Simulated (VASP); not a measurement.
# NaF (Villiaumite) (Fm-3m) in VASP: further runs, part 2 of 2

VASP 6.6.1. Earlier steps stand in the parts before.

## Step 4: Relaxation of the atoms, PBEsol (a relaxed cell with its volume scaled by 0.98)

Input file INCAR:

```
ALGO     = Normal         # electronic algorithm
EDIFF    = 1E-7           # SCF threshold, eV
EDIFFG   = -0.01          # ionic threshold
ENCUT    = 600            # plane-wave cutoff, eV
GGA      = PS             # functional
IBRION   = 2              # ionic algorithm
ISIF     = 2              # what is computed and relaxed
ISMEAR   = 0              # smearing method
LASPH    = T              # aspherical terms in the spheres
LCHARG   = F              # write CHGCAR
LREAL    = F              # projectors in reciprocal space
LWAVE    = F              # write WAVECAR
NELM     = 80             # most SCF steps
NSW      = 40             # ionic steps
PREC     = Accurate       # precision mode
SIGMA    = 0.03           # smearing width, eV
```

Input file KPOINTS:

```
k-points
0
Gamma
  10 10 10
```

Input file POSCAR:

```
NaF                                     
1.0
    0.0000000000      2.2985319913      2.2985319913
    2.2985319913      0.0000000000      2.2985319913
    2.2985319913      2.2985319913      0.0000000000
  Na              F             
     1     1
Direct
     0.0000000000000000    0.0000000000000000    0.0000000000000000
     0.5000000000000000    0.5000000000000000    0.5000000000000000
```

Potentials or basis: VASP PAW PBE potentials, release 64 (Na_pv, F).

The run is started by

```sh
> cat potpaw_PBE.64/Na_pv/POTCAR potpaw_PBE.64/F/POTCAR > POTCAR
> mpirun -np 1 vasp_std > vasp.out
```

OUTCAR:

```text
EDIFF = 1E-7
   EDIFFG = -0.01
   ENCUT = 600
   GGA = PS
   IBRION = 2
   ISIF = 2
   ISMEAR = 0
   LASPH = T
   LREAL = F
   NELM = 80
   NSW = 40
   PREC = Accurate

 ion  position               nearest neighbor table
   1  0.000  0.000  0.000-   2 2.30   2 2.30   2 2.30   2 2.30   2 2.30   2 2.30
   2  0.500  0.500  0.500-   1 2.30   1 2.30   1 2.30   1 2.30   1 2.30   1 2.30

  LATTYP: Found a face centered cubic cell.
 ALAT       =     4.5970639826

  Lattice vectors:

 A1 = (   0.0000000000,   2.2985319913,   2.2985319913)
 A2 = (   2.2985319913,   0.0000000000,   2.2985319913)
 A3 = (   2.2985319913,   2.2985319913,   0.0000000000)

Analysis of symmetry for initial positions (statically):
=====================================================================
 Subroutine PRICEL returns:
 Original cell was already a primitive cell.

 Routine SETGRP: Setting up the symmetry group for a
 face centered cubic supercell.

 Subroutine GETGRP returns: Found 48 space group operations
 (whereof 48 operations were pure point group operations)
 out of a pool of 48 trial point group operations.

The static configuration has the point symmetry O_h .

Analysis of symmetry for dynamics (positions and initial velocities):
[... 180 lines left out ...]
     10      16.9385      0.00000
     11      16.9385      0.00000
[... 309 lines left out ...]
 k-point    24 :       0.4000    0.3000    0.0000
  band No.  band energies     occupation
      1     -21.3776      2.00000
      2     -20.8249      2.00000
      3     -20.8158      2.00000
      4     -20.4337      2.00000
      5      -3.3099      2.00000
      6      -2.4754      2.00000
      7      -2.4163      2.00000
      8       8.5478      0.00000
      9      11.6723      0.00000
     10      14.7961      0.00000
     11      17.6905      0.00000

 [... further k-points ...]

------------------------ aborting loop because EDIFF is reached ----------------------------------------

  FORCE on cell =-STRESS in cart. coord.  units (eV):
  Direction    XX          YY          ZZ          XY          YZ          ZX
  --------------------------------------------------------------------------------------
  -------------------------------------------------------------------------------------
  Total        0.1493970      0.1493970      0.1493970      0.0000000      0.0000000     -0.0000000
  in kB        9.8553213      9.8553213      9.8553213      0.0000000      0.0000000     -0.0000000
  external PRESSURE =       9.8553213 kB  Pullay stress =       0.0000000 kB

 VOLUME and BASIS-vectors are now :
 -----------------------------------------------------------------------------
  energy-cutoff  :      600.00
  volume of cell :       24.29
      direct lattice vectors                 reciprocal lattice vectors
     0.000000000  2.298531991  2.298531991    -0.217530146  0.217530146  0.217530146
     2.298531991  0.000000000  2.298531991     0.217530146 -0.217530146  0.217530146
     2.298531991  2.298531991  0.000000000     0.217530146  0.217530146 -0.217530146

 POSITION                                       TOTAL-FORCE (eV/Angst)
 -----------------------------------------------------------------------------------
      0.00000      0.00000      0.00000         0.000000      0.000000      0.000000
      2.29853      2.29853      2.29853        -0.000000     -0.000000     -0.000000
 -----------------------------------------------------------------------------------
    total drift:                                0.000000      0.000000      0.000000

  FREE ENERGIE OF THE ION-ELECTRON SYSTEM (eV)
  ---------------------------------------------------
  free  energy   TOTEN  =        -8.7680826644 eV

  energy  without entropy=       -8.7680826644  energy(sigma->0) =       -8.76808266

 reached required accuracy - stopping structural energy minimisation
```

OSZICAR:

```text
N       E                     dE             d eps       ncg     rms          rms(c)
DAV:   1     0.116543722489E+03    0.11654E+03   -0.90345E+03  1037   0.170E+03
DAV:   2    -0.288446976638E+01   -0.11943E+03   -0.10932E+03  1101   0.381E+02
DAV:   3    -0.945976065823E+01   -0.65753E+01   -0.65576E+01  1178   0.914E+01
DAV:   4    -0.953309605265E+01   -0.73335E-01   -0.73321E-01  1139   0.999E+00
DAV:   5    -0.953390140910E+01   -0.80536E-03   -0.80535E-03  1181   0.108E+00    0.490E+00
DAV:   6    -0.878409070897E+01    0.74981E+00   -0.31952E+00  1254   0.187E+01    0.181E+00
DAV:   7    -0.876907791458E+01    0.15013E-01   -0.29144E-02  1049   0.265E+00    0.102E+00
DAV:   8    -0.876754997795E+01    0.15279E-02   -0.24670E-02  1061   0.426E+00    0.124E-01
DAV:   9    -0.876818239675E+01   -0.63242E-03   -0.40261E-03  1172   0.735E-01    0.873E-02
DAV:  10    -0.876808006502E+01    0.10233E-03   -0.72179E-04  1100   0.388E-01    0.103E-02
DAV:  11    -0.876808247640E+01   -0.24114E-05   -0.30653E-05  1151   0.154E-01    0.501E-03
DAV:  12    -0.876808271680E+01   -0.24041E-06   -0.44255E-06  1207   0.373E-02    0.253E-03
DAV:  13    -0.876808266436E+01    0.52441E-07   -0.56640E-07  1118   0.860E-03
   1 F= -.87680827E+01 E0= -.87680827E+01  d E =-.876808E+01
```

CONTCAR:

```text
NaF
   1.00000000000000
     0.0000000000000000    2.2985319913000000    2.2985319913000000
     2.2985319913000000    0.0000000000000000    2.2985319913000000
     2.2985319913000000    2.2985319913000000    0.0000000000000000
  Na              F
     1     1
Direct
     0.0000000000000000    0.0000000000000000    0.0000000000000000
     0.5000000000000000    0.5000000000000000    0.5000000000000000

  0.00000000E+00  0.00000000E+00  0.00000000E+00
  0.00000000E+00  0.00000000E+00  0.00000000E+00
```

Run time: 6.9 s. Hardware: 1 thread of Intel Xeon 6975P-C (Granite Rapids), shared host; peak memory 0.15 GiB.

Results:

* Free energy: -8.7681 eV
* Pressure after relaxing: 1.0 GPa
* Band gap on the k mesh: 6.29 eV, direct

Final structure:
```
CELL_PARAMETERS angstrom
0.00000 2.29853 2.29853
2.29853 0.00000 2.29853
2.29853 2.29853 0.00000
ATOMIC_POSITIONS crystal
Na 0.00000 0.00000 0.00000
F 0.50000 0.50000 0.50000
```

Levels at points of the mesh, in eV from the valence-band top:
| k point | band 4 | band 5 | band 6 | band 7 | band 8 | band 9 | band 10 | band 11 |
| --- | --- | --- | --- | --- | --- | --- | --- | --- |
| (0.00, 0.00, 0.00) | -18.70 | 0.00 | 0.00 | 0.00 | 6.29 | 19.01 | 19.01 | 19.01 |
| (0.50, 0.00, 0.00) | -17.95 | -1.67 | -0.27 | -0.27 | 10.75 | 12.54 | 20.24 | 20.24 |
| (0.50, 0.50, 0.00) | -18.76 | -1.34 | -0.42 | -0.42 | 13.18 | 13.18 | 13.77 | 19.95 |

Caveat: the relaxation stopped at its first step, so nothing moved; the PAW data sets were made with another functional, which shifts forces and pressure a little.

## Step 5: Relaxation of the atoms, PBEsol

INCAR is that of step 4.

KPOINTS is that of step 4.

Input file POSCAR:

```
NaF                                     
1.0
    0.0000000000      2.3140630840      2.3140630840
    2.3140630840      0.0000000000      2.3140630840
    2.3140630840      2.3140630840      0.0000000000
  Na              F             
     1     1
Direct
     0.0000000000000000    0.0000000000000000    0.0000000000000000
     0.5000000000000000    0.5000000000000000    0.5000000000000000
```

The run is started by

```sh
> cat potpaw_PBE.64/Na_pv/POTCAR potpaw_PBE.64/F/POTCAR > POTCAR
> mpirun -np 1 vasp_std > vasp.out
```

Run time: 7 s. Hardware: 1 thread of Intel Xeon 6975P-C (Granite Rapids), shared host; peak memory 0.15 GiB.

Results (log left out):

| Quantity | Value |
| --- | --- |
| Free energy | -8.7705 eV |
| Pressure after relaxing | -0.1 GPa |
| Band gap on the k mesh | 6.18 eV, direct |

Final structure:
```
CELL_PARAMETERS angstrom
0.00000 2.31406 2.31406
2.31406 0.00000 2.31406
2.31406 2.31406 0.00000
ATOMIC_POSITIONS crystal
Na 0.00000 0.00000 0.00000
F 0.50000 0.50000 0.50000
```

Levels at points of the mesh, in eV from the valence-band top:
| k point | band 3 | band 4 | band 5 | band 6 | band 7 | band 8 | band 9 | band 10 | band 11 |
| --- | --- | --- | --- | --- | --- | --- | --- | --- | --- |
| (0.00, 0.00, 0.00) | -18.76 | -18.76 | 0.00 | 0.00 | 0.00 | 6.18 | 18.87 | 18.87 | 18.87 |
| (0.50, 0.00, 0.00) | -18.77 | -18.00 | -1.63 | -0.26 | -0.26 | 10.63 | 12.37 | 20.02 | 20.02 |
| (0.50, 0.50, 0.00) | -18.81 | -18.80 | -1.30 | -0.41 | -0.41 | 13.01 | 13.11 | 13.57 | 19.69 |

Caveat: the relaxation stopped at its first step, so nothing moved; the PAW data sets were made with another functional, which shifts forces and pressure a little. A k mesh can miss the band edges.

## Step 6: Overview

```csv
cell,gap on the mesh (eV),pressure (GPa)
atoms relaxed from: a relaxed cell with its volume scaled by 0.94,6.52,3.5
atoms relaxed from: a relaxed cell with its volume scaled by 0.96,6.40,2.2
atoms relaxed from: a relaxed cell with its volume scaled by 0.98,6.29,1.0
atoms relaxed,6.18,-0.1
```

Alike in all rows: task relaxation of the atoms; level PBEsol; potentials or basis VASP PAW PBE potentials, release 64 (Na_pv, F); no spin polarisation; k mesh 10 × 10 × 10; cutoff (eV) 600; smearing gaussian 0.03 eV.

Caveats: the relaxation stopped at its first step, so nothing moved; the PAW data sets were made with another functional, which shifts forces and pressure a little.

Absolute energies hang on the potentials; compare differences alone.
